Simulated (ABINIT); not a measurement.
Runs of ABINIT 10.8.3 (patched build) on Mg. The structure is hexagonal, space group P6_3/mmc (No. 194). The conventional cell has a = 3.209 Å, b = 3.209 Å, c = 5.210 Å, α = 90.00°, β = 90.00°, γ = 120.00°. Mg (site symmetry -6m2) is surrounded by 12 Mg at 3.20 to 3.21 Å. 

| task | level | potentials or basis | k mesh | cutoff (eV) | fine-grid cutoff | gap on the mesh (eV) | pressure (GPa) |
| --- | --- | --- | --- | --- | --- | --- | --- |
| single point | r2SCAN | JTH PAW PBE v2.0 | 8 × 8 × 4 | 626 | 1224.51 eV | none | - |
| band structure | WC | JTH PAW PBE v2.0 | 10 × 10 × 5 | 517 | 1034.03 eV | none | (a) |
| band structure | LDA | JTH PAW LDA v2.0 | 10 × 10 × 5 | 408 | 816.342 eV | none | - |
| band structure | SCAN | JTH PAW PBE v2.0 | 10 × 10 × 5 | 490 | 979.61 eV | none | - |
| single point | PBE | JTH PAW PBE v2.0 | 8 × 8 × 4 | 517 | 1034.03 eV | none | -0.9 |

Alike in all rows: no spin polarisation; cell as given; smearing fermi-dirac 0.05 eV.

**Question.** Fill in the values left out.

**Answer.** (a) -1.3.

Caveats: the PAW data sets were made with another functional, which shifts forces and pressure a little (some runs).

A k mesh can miss the band edges.

A gap of «none» marks a metal or a gap under the smearing width.

Not every run made on this cell is shown here.
